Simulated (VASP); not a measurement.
# CoH (Fm-3m) in VASP: notebook

One crystal, CoH, is run at these levels: PBEsol; tasks: single point, relaxation of cell and atoms.

Program: VASP 6.6.1. These are calculated values, not measurements. Logs are shortened: lines on timing, memory, paths and dates and some standing lists are left out, and cuts for length are marked.

## (1) The structure

It takes space group Fm-3m (No. 225, cubic). Conventional cell: a = 3.686 Å, b = 3.686 Å, c = 3.686 Å, α = 90.00°, β = 90.00°, γ = 90.00°. Around Co (site symmetry m-3m) lie 6 H at 1.84 Å. H (site symmetry m-3m) has 6 Co at 1.84 Å as nearest neighbours.

The cell comes from a database or a generator and needn't be the stable form of this composition.

## (2) Single point, PBEsol (Co -> Sn on all its sites, cell and atoms relaxed)

File INCAR:

```
SYSTEM = SnH
PREC = Accurate ; ENCUT = 520
EDIFF = 1E-6 ; ISMEAR = 0
SIGMA = 0.1 ; LREAL = .False.
LASPH = .True. ; NELM = 100
ALGO = Normal ; ISIF = 2
LWAVE = .False. ; LCHARG = .True.
GGA = PS ; LELF = .True.
LVHAR = .True. ; NBANDS = 14
```

File KPOINTS:

```
Automatic mesh
0
Gamma
  8 8 8
  0 0 0
```

File POSCAR:

```
SnH
1.0
    0.0000000000      2.4534238002      2.4534238002
    2.4534238002      0.0000000000      2.4534238002
    2.4534238002      2.4534238002      0.0000000000
Sn H
1 1
Direct
    0.0000000000      0.0000000000      0.0000000000
    0.5000000000      0.5000000000      0.5000000000
```

Potentials or basis: VASP PAW PBE potentials, release 64 (Sn_d, H).

The run is started by

```console
$ cat potpaw_PBE.64/Sn_d/POTCAR potpaw_PBE.64/H/POTCAR > POTCAR
$ mpirun -np 1 vasp_std > vasp.out
```

OUTCAR:

```text
SYSTEM = SnH
   PREC = Accurate
   ENCUT = 520
   EDIFF = 1E-6
   ISMEAR = 0
   LREAL = .False.
   LASPH = .True.
   NELM = 100
   ISIF = 2
   GGA = PS

 ion  position               nearest neighbor table
   1  0.000  0.000  0.000-
   2  0.500  0.500  0.500-

  LATTYP: Found a face centered cubic cell.
 ALAT       =     4.9068476004

  Lattice vectors:

 A1 = (   0.0000000000,   2.4534238002,   2.4534238002)
 A2 = (   2.4534238002,   0.0000000000,   2.4534238002)
 A3 = (   2.4534238002,   2.4534238002,   0.0000000000)

Analysis of symmetry for initial positions (statically):
=====================================================================
 Subroutine PRICEL returns:
 Original cell was already a primitive cell.

 Routine SETGRP: Setting up the symmetry group for a
 face centered cubic supercell.

 Subroutine GETGRP returns: Found 48 space group operations
 (whereof 48 operations were pure point group operations)
 out of a pool of 48 trial point group operations.

The static configuration has the point symmetry O_h .

Analysis of symmetry for dynamics (positions and initial velocities):
=====================================================================
 Subroutine PRICEL returns:
 Original cell was already a primitive cell.

 Routine SETGRP: Setting up the symmetry group for a
 face centered cubic supercell.

 Subroutine GETGRP returns: Found 48 space group operations
 (whereof 48 operations were pure point group operations)
 out of a pool of 48 trial point group operations.

The dynamic configuration has the point symmetry O_h .

 Subroutine INISYM returns: Found 48 space group operations
 (whereof 48 operations are pure point group operations),
 and found     1 'primitive' translations

----------------------------------------------------------------------------------------

                                     Primitive cell

  volume of cell :      29.5357

  direct lattice vectors                    reciprocal lattice vectors
     0.000000000  2.453423800  2.453423800    -0.203796833  0.203796833  0.203796833
     2.453423800  0.000000000  2.453423800     0.203796833 -0.203796833  0.203796833
     2.453423800  2.453423800  0.000000000     0.203796833  0.203796833 -0.203796833

  length of vectors
     3.469665212  3.469665212  3.469665212     0.352986469  0.352986469  0.352986469

  position of ions in fractional coordinates (direct lattice)
     0.000000000  0.000000000  0.000000000
     0.500000000  0.500000000  0.500000000

  ion indices of the primitive-cell ions
   primitive index   ion index
[... 81 lines left out ...]
   ISYM   =      2    0-nonsym 1-usesym 2-fastsym
   POTIM  = 0.5000    time-step for ionic-motion
   TEBEG  =    0.0;   TEEND  =   0.0 temperature during run
   PSTRESS=    0.0 pullay stress
   NELECT =      15.0000    total number of electrons
   NUPDOWN=      -1.0000    fix difference up-down
   EMIN   =  10.00;   EMAX   =-10.00  energy-range for DOS
   EFERMI =   0.00;   METHOD = LEGACY
   ISMEAR =     0;   SIGMA  =   0.10  broadening in eV -4-tet -1-fermi 0-gaus
   EFERMI_NEDOS =   21; number of points for ismear=-14 and -15
   IALGO  =     38    algorithm
   IMIX   =      4    mixing-type and parameters
     AMIX     =   0.40;   BMIX     =  1.00
     AMIX_MAG =   1.60;   BMIX_MAG =  1.00
  volume/ion in A,a.u.               =      14.77        99.66
  Fermi-wavevector in a.u.,A,eV,Ry     =   1.306139  2.468245 23.211521  1.705999
  Thomas-Fermi vector in A             =   2.436961
   LORBIT       =      0    0 simple, 1 ext, 2 COOP (PROOUT), +10 PAW based schemes
   GGA     = PS    functional components
   LHFCALC =     F    Hartree Fock is set to
   AEXX    =    0.0000 exact exchange contribution
   IVDW    =     0    specifies the selected vdW correction
   LEPSILON=     F    determine dielectric tensor
   LRPA    =     F    only Hartree local field effects (RPA)
 non-spin polarized calculation
 Gauss-broadening in eV      SIGMA  =   0.10
  energy-cutoff  :      520.00
  volume of cell :       29.54
 maximum number of plane-waves:       821
 NGX is ok and might be reduce to    28

 number of electron      14.9999999 magnetization

 Free energy of the ion-electron system (eV)
  ---------------------------------------------------
  ext. energy  EPLUGINS =         0.00000000
  ---------------------------------------------------
  free energy    TOTEN  =        -6.63411635 eV

  energy without entropy =       -6.63235281  energy(sigma->0) =       -6.63323458

 E-fermi :   7.8195     XC(G=0): -10.6887

 val. band max:        7.4835972637   @ k =  -0.3750   0.5000   0.1250
 cond. band min:       7.8629327576   @ k =   0.2500   0.2500   0.0000
 fundamental gap:      0.3793354939
 Fermi energy:         7.8195464458

 k-point     1 :       0.0000    0.0000    0.0000
  band No.  band energies     occupation
      1     -13.7795      2.00000
      2     -13.7795      2.00000
      3     -13.7795      2.00000
      4     -13.7157      2.00000
      5     -13.7157      2.00000
      6      -4.1419      2.00000
      7      10.6336      0.00000
      8      14.0218      0.00000
      9      14.0218      0.00000
     10      14.0218      0.00000
     11      17.9446      0.00000
     12      18.5632      0.00000
     13      18.5632      0.00000
     14      18.5632      0.00000
[... 377 lines left out ...]
      1     -13.7825      2.00000
      2     -13.7629      2.00000
      3     -13.7222      2.00000
      4     -13.6968      2.00000
      5     -13.6589      2.00000
      6       1.3032      2.00000
      7       1.6559      2.00000
      8       8.4380      0.00000
      9       8.5703      0.00000
     10      12.8331      0.00000
     11      17.2834      0.00000
     12      20.6299      0.00000
     13      21.8133      0.00000
     14      22.1464      0.00000

 [... further k-points ...]
[... 5 lines left out ...]
  --------------------------------------------------------------------------------------
  -------------------------------------------------------------------------------------
  Total        0.0070322      0.0070322      0.0070322     -0.0000000      0.0000000     -0.0000000
  in kB        0.3814634      0.3814634      0.3814634     -0.0000000      0.0000000     -0.0000000
  external PRESSURE =       0.3814634 kB  Pullay stress =       0.0000000 kB

 VOLUME and BASIS-vectors are now :
 -----------------------------------------------------------------------------
  energy-cutoff  :      520.00
  volume of cell :       29.54
      direct lattice vectors                 reciprocal lattice vectors
     0.000000000  2.453423800  2.453423800    -0.203796833  0.203796833  0.203796833
     2.453423800  0.000000000  2.453423800     0.203796833 -0.203796833  0.203796833
     2.453423800  2.453423800  0.000000000     0.203796833  0.203796833 -0.203796833

 POSITION                                       TOTAL-FORCE (eV/Angst)
 -----------------------------------------------------------------------------------
      0.00000      0.00000      0.00000         0.000000      0.000000      0.000000
      2.45342      2.45342      2.45342        -0.000000     -0.000000     -0.000000
 -----------------------------------------------------------------------------------
    total drift:                               -0.000000     -0.000000     -0.000000

  FREE ENERGIE OF THE ION-ELECTRON SYSTEM (eV)
  ---------------------------------------------------
  free  energy   TOTEN  =        -6.6341163491 eV

  energy  without entropy=       -6.6323528118  energy(sigma->0) =       -6.63323458
```

OSZICAR:

```text
N       E                     dE             d eps       ncg     rms          rms(c)
DAV:   1     0.882281931532E+02    0.88228E+02   -0.74078E+03   862   0.151E+03
DAV:   2    -0.226434245611E+00   -0.88455E+02   -0.84563E+02   866   0.357E+02
DAV:   3    -0.666148733409E+01   -0.64351E+01   -0.64063E+01   986   0.750E+01
DAV:   4    -0.679362696064E+01   -0.13214E+00   -0.13211E+00   998   0.115E+01
DAV:   5    -0.679790700494E+01   -0.42800E-02   -0.42800E-02  1130   0.202E+00    0.215E+00
DAV:   6    -0.665413781096E+01    0.14377E+00   -0.12782E-01  1052   0.388E+00    0.957E-01
DAV:   7    -0.663413567749E+01    0.20002E-01   -0.57289E-02  1084   0.180E+00    0.286E-01
DAV:   8    -0.663413862152E+01   -0.29440E-05   -0.72145E-03  1010   0.883E-01    0.642E-02
DAV:   9    -0.663412811576E+01    0.10506E-04   -0.71621E-05  1106   0.777E-02    0.393E-02
DAV:  10    -0.663411569099E+01    0.12425E-04   -0.80546E-05  1062   0.145E-01    0.163E-02
DAV:  11    -0.663411634908E+01   -0.65809E-06   -0.34652E-06   928   0.180E-02
   1 F= -.66341163E+01 E0= -.66332346E+01  d E =-.176354E-02
```

stdout:

```text
POSCAR found type information on POSCAR SnH
 POSCAR found :  2 types and       2 ions
 scaLAPACK will be used
 -----------------------------------------------------------------------------
|                                                                             |
|                                                                             |
|     You enforced a specific xc type in the INCAR file but a different       |
|     I HOPE YOU KNOW WHAT YOU ARE DOING!                                     |
|                                                                             |
 -----------------------------------------------------------------------------

 LDA part: xc-table for (Slater+PW92), standard interpolation
 POSCAR, INCAR and KPOINTS ok, starting setup
 FFT: planning ... GRIDC
 FFT: planning ... GRID_SOFT
 FFT: planning ... GRID
 WAVECAR not read
 entering main loop
```

Wall time 5.8 s (1 thread of Intel Xeon 6975P-C (Granite Rapids), shared host); peak memory 0.16 GiB.

Results:

| Item | Value |
| --- | --- |
| Free energy | -6.6341 eV |
| Pressure | 0.0 GPa |
| Band gap on the k mesh | none (metal or under the smearing width) |

Caveat: the PAW data sets were made with another functional, which shifts forces and pressure a little.

## (3) Relaxation of cell and atoms, PBEsol (Co -> Sn on all its sites, in the parent's cell)

File INCAR:

```
SYSTEM = SnH
PREC     = Accurate       ! precision mode
ENCUT    = 600            ! plane-wave cutoff, eV
EDIFF    = 1E-7           ! SCF threshold, eV
ISMEAR   = 0              ! smearing method
SIGMA    = 0.1            ! smearing width, eV
LREAL    = .FALSE.        ! projectors in reciprocal space
LASPH    = .TRUE.         ! aspherical terms in the spheres
NELM     = 100            ! most SCF steps
ALGO     = Fast           ! electronic algorithm
ISIF     = 3              ! what is computed and relaxed
LWAVE    = .FALSE.        ! write WAVECAR
LCHARG   = .FALSE.        ! write CHGCAR
GGA      = PS             ! functional
IBRION   = 2              ! ionic algorithm
NSW      = 80             ! ionic steps
EDIFFG   = -0.05          ! ionic threshold
```

File KPOINTS:

```
regular mesh
0
G
  8 8 8
  0 0 0
```

File POSCAR:

```
SnH
1.0
    0.0000000000      1.9164225558      1.9164225558
    1.9164225558      0.0000000000      1.9164225558
    1.9164225558      1.9164225558      0.0000000000
Sn H
1 1
Direct
    0.0000000000      0.0000000000      0.0000000000
    0.5000000000      0.5000000000      0.5000000000
```

Potentials or basis: VASP PAW PBE potentials, release 64 (Sn_d, H).

The run is started by

```console
$ cat potpaw_PBE.64/Sn_d/POTCAR potpaw_PBE.64/H/POTCAR > POTCAR
$ mpirun -np 1 vasp_std > vasp.out
```

It took 19 s on 1 thread of Intel Xeon 6975P-C (Granite Rapids), shared host; peak memory 0.14 GiB.

The run converged. Its results:

```yaml
Free_energy: -6.6098 eV
Relaxed_volume: 14.67 Å³/atom
Relaxed_cell: a = 3.462 Å, b = 3.462 Å, c = 3.462 Å, α = 60.00°, β = 60.00°, γ = 60.00°
Space_group_after_relaxing_to_0.05_Å: Fm-3m (No. 225)
Energy_gained_by_relaxing: 2762.5 meV/atom
Ionic_steps: 5
Pressure_after_relaxing: -0.3 GPa
Band_gap_on_the_k_mesh: none (metal or under the smearing width)
```

Step by step:
```csv
step,energy change (eV),largest force (eV/Å),pressure (GPa),volume (Å³)
1,0.0000,0.0000,230.34,14.08
2,-4.6382,0.0000,-10.42,46.39
3,-5.5087,0.0000,3.79,27.74
4,-5.5133,0.0000,-2.64,30.61
5,-5.5251,0.0000,-0.26,29.34
```

Final structure:
```
CELL_PARAMETERS angstrom
0.00000 2.44794 2.44794
2.44794 0.00000 2.44794
2.44794 2.44794 0.00000
ATOMIC_POSITIONS crystal
Sn 0.00000 0.00000 0.00000
H 0.50000 0.50000 0.50000
```

Levels at points of the mesh, in eV from the Fermi level:
```tsv
k point	band 5	band 6	band 7	band 8	band 9	band 10
(0.00, 0.00, 0.00)	-21.53	-12.02	2.85	6.24	6.24	6.24
(0.50, 0.00, 0.00)	-21.47	-7.24	-7.02	3.60	4.87	4.87
(0.50, 0.50, 0.00)	-21.46	-6.41	-4.02	-1.20	1.15	1.15
```

Caveat: the volume moved by over 15 % at a fixed basis, so the end points are rough; the PAW data sets were made with another functional, which shifts forces and pressure a little; the relaxation stopped at a loose force limit of 0.05 eV/Å, so its end isn't a converged minimum.

## (4) Single point, PBEsol, collinear spin, typed start

This run's cell holds other atoms than the first one's.

File INCAR:

```
SYSTEM = CoH
PREC     = Accurate       ! precision mode
ENCUT    = 520            ! plane-wave cutoff, eV
EDIFF    = 1E-6           ! SCF threshold, eV
ISMEAR   = 0              ! smearing method
SIGMA    = 0.1            ! smearing width, eV
LREAL    = .False.        ! projectors in reciprocal space
LASPH    = .True.         ! aspherical terms in the spheres
NELM     = 150            ! most SCF steps
ALGO     = Fast           ! electronic algorithm
ISIF     = 2              ! what is computed and relaxed
LWAVE    = .False.        ! write WAVECAR
LCHARG   = .False.        ! write CHGCAR
ISPIN    = 2              ! spin polarisation
MAGMOM   = 3 0            ! initial moments
LORBIT   = 11             ! projections on sites
LMAXMIX  = 4              ! l up to which the mixer works
GGA      = PS             ! functional
NBANDS   = 16             ! bands
```

File KPOINTS:

```
Automatic mesh
0
Gamma
  8 8 8
  0 0 0
```

File POSCAR:

```
CoH
1.0
    0.0000000000      1.8429617100      1.8429617100
    1.8429617100      0.0000000000      1.8429617100
    1.8429617100      1.8429617100      0.0000000000
Co H
1 1
Direct
    0.0000000000      0.0000000000      0.0000000000
    0.5000000000      0.5000000000      0.5000000000
```

Potentials or basis: VASP PAW PBE potentials, release 64 (Co, H).

The run is started by

```console
$ cat potpaw_PBE.64/Co/POTCAR potpaw_PBE.64/H/POTCAR > POTCAR
$ mpirun -np 1 vasp_std > vasp.out
```

It took 21 s on 1 thread of AMD EPYC 7R43 (Zen 3), shared host; peak memory 0.1 GiB.

It converged, with:

```
Free energy                                           : -11.1495 eV
Pressure                                              : -6.4 GPa
Band gap on the k mesh                                : none (metal or under the smearing width)
Net moment                                            : 1.17 μB per cell
Site moments                                          : Co +1.20; H -0.01 μB
Valence electrons inside the program's atomic spheres : Co 8.38; H 0.54
```

Levels at points of the mesh, in eV from the Fermi level:
Spin up:
```tsv
k point	band 3	band 4	band 5	band 6	band 7	band 8	band 9	band 10
(0.00, 0.00, 0.00)	-2.72	-2.72	-1.63	-1.63	14.91	20.49	21.03	21.03
(0.50, 0.00, 0.00)	-2.88	-2.88	-0.94	-0.94	3.86	12.52	20.81	20.81
(0.50, 0.50, 0.00)	-0.92	-0.76	-0.76	0.29	3.84	10.89	10.89	14.77
```
Spin down:
| k point | band 1 | band 2 | band 3 | band 4 | band 5 | band 6 | band 7 | band 8 |
| --- | --- | --- | --- | --- | --- | --- | --- | --- |
| (0.00, 0.00, 0.00) | -12.58 | -1.46 | -1.46 | -1.46 | -0.53 | -0.53 | 14.91 | 20.34 |
| (0.50, 0.00, 0.00) | -6.59 | -4.88 | -1.82 | -1.82 | 0.40 | 0.40 | 4.75 | 12.47 |
| (0.50, 0.50, 0.00) | -7.97 | -3.45 | 0.23 | 0.32 | 0.70 | 0.70 | 4.67 | 10.98 |

Caveat: the k mesh is coarse (spacing up to 0.37 Å⁻¹), so the values aren't converged; the PAW data sets were made with another functional, which shifts forces and pressure a little.

## (5) Overview

```tsv
task	potentials or basis	spin	cell	cutoff (eV)	mesh quality	gap on the mesh (eV)	pressure (GPa)
single point	VASP PAW PBE potentials, release 64 (Sn_d, H)	off	Co -> Sn on all its sites, cell and atoms relaxed	520	not flagged	none	0.0
relaxation of cell and atoms	VASP PAW PBE potentials, release 64 (Sn_d, H)	off	relaxed from: Co -> Sn on all its sites, in the parent's cell	600	not flagged	none	-0.3
single point	VASP PAW PBE potentials, release 64 (Co, H)	collinear, typed start	as given	520	coarse	none	-6.4
```

Alike in all rows: level PBEsol; k mesh 8 × 8 × 8; smearing gaussian 0.1 eV.

Caveats: some runs use coarse meshes; the PAW data sets were made with another functional, which shifts forces and pressure a little; the volume moved by over 15 % at a fixed basis, so the end points are rough (some runs); the relaxation stopped at a loose force limit of 0.05 eV/Å, so its end isn't a converged minimum (some runs).

Absolute energies hang on the potentials; compare differences alone.
